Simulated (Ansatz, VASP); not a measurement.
Se in VASP and in Ansatz

The input INCAR:

```
SYSTEM = Se
ALGO = Fast
EDIFF = 1E-7
EDIFFG = -0.04
ENCUT = 600
GGA = PS
IBRION = 2
ISIF = 3
ISMEAR = 0
LASPH = .True.
LCHARG = .False.
LREAL = .False.
LWAVE = .False.
NELM = 100
NSW = 90
PREC = Accurate
SIGMA = 0.1
```

File KPOINTS:

```
k-points
0
Gamma
  8 8 8
  0 0 0
```

File POSCAR:

```
Se
1.0
   -1.6521863053      1.6521863053      2.5135604404
    1.6521863053     -1.6521863053      2.5135604404
    1.6521863053      1.6521863053     -2.5135604404
Se
1
Direct
    0.0000000000      0.0000000000      0.0000000000
```

Input for Ansatz:

```yaml
crystal:
  lattice:
    - [-1.6521863053, 1.6521863053, 2.5135604404]
    - [1.6521863053, -1.6521863053, 2.5135604404]
    - [1.6521863053, 1.6521863053, -2.5135604404]
  atoms:
    - { symbol: Se, position: [0.0, 0.0, 0.0] }
basis:
  ecutwfc: 420
kpoints:
  mp_grid: { grid: [8, 8, 8] }
hamiltonian:
  xc: pbesol
scf:
  occupations: { method: gaussian, width: 0.1 }
  lower_state_search: "off"
output:
  forces: true
  stress: true
  eigenvalues: true
relax:
  adjacent_minimum: "off"
  f_tol: 0.04
  max_steps: 70
  cell: { stress_tol: 0.4 }
```

Alike in both runs: task relaxation of cell and atoms; functional PBEsol; k mesh 8 × 8 × 8; occupations gaussian, width 0.1 eV; no spin polarisation.

|  | VASP | Ansatz |
| --- | --- | --- |
| version | VASP 6.6.1 | Ansatz 0.2.0 |
| potentials or method | VASP PAW PBE potentials, release 64 (Se) | scalar-relativistic, plane waves, PAW |
| plane-wave cutoff (eV) | 600 | 420 |
| valence electrons in the cell | 6 | 16 |

|  | VASP | Ansatz | Ansatz less VASP |
| --- | --- | --- | --- |
| gap on the k mesh at the Fermi level, each at its own relaxed structure (eV) | none | none | - |
| relaxed volume (Å³/atom) | 24.10 | 23.84 | -0.260 |
| relaxed cell length with the largest relative difference (Å) | 3.991 | 3.964 | -0.0263 |
| energy change over the relaxation (meV/atom) | -849 | -851 | -1.9 |

A gap of «none» marks a metal or a gap that the smearing closes. The two sets of potentials don't hold the same shells in valence.

Caveats: the PAW data sets were made with another functional, which shifts forces and pressure a little (VASP).
